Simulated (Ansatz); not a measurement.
Runs of Ansatz 0.2.0 on Fe. Symmetry: Im-3m, No. 229, cubic system. Conventional cell: a = 2.886 Å, b = 2.886 Å, c = 2.886 Å, α = 90.00°, β = 90.00°, γ = 90.00°. Fe (site symmetry m-3m) is surrounded by 8 Fe at 2.50 Å. 

```tsv
task	level	cell	k mesh	cutoff (eV)	smearing	phonon path	gap on the mesh (eV)	pressure (GPa)	moment (μB)	relaxed volume (Å³/atom)
single point	PBE	as given	13 × 13 × 13	303	gaussian 0.027 eV	-	none	-9.8	2.24	-
relaxation of cell and atoms	PBEsol	relaxed	13 × 13 × 13	-	fermi-dirac 0.05 eV	-	-	0.0	2.05	10.79
relaxation of cell and atoms	RPBE+D3(BJ)	relaxed	13 × 13 × 13	-	fermi-dirac 0.05 eV	-	-	0.0	(c)	10.28
single point	PBE	as given	13 × 13 × 13	303	gaussian 0.024 eV	-	none	-9.8	2.24	-
relaxation of cell and atoms	revPBE+D4	relaxed	13 × 13 × 13	-	fermi-dirac 0.05 eV	-	-	0.0	2.10	(b)
relaxation of cell and atoms	revPBE	relaxed	13 × 13 × 13	-	fermi-dirac 0.05 eV	-	-	0.0	2.16	11.56
relaxation of cell and atoms	revPBE+D3(BJ)	relaxed	13 × 13 × 13	-	fermi-dirac 0.05 eV	-	-	0.0	(a)	10.97
```

Alike in all rows: potentials or basis all-electron LAPW, scalar-relativistic; spin collinear, ferromagnetic start; basis error allowed 0.001 eV/atom.

Q: Fill in the values left out.

A: (a) 2.09; (b) 11.07; (c) 2.01.

Caveats: the volume moved by -10 % from the deposited cell, more than functionals usually miss (some runs); the volume moved by -14 % from the deposited cell, more than functionals usually miss (some runs).

A gap of «none» marks a metal or a gap under the smearing width.
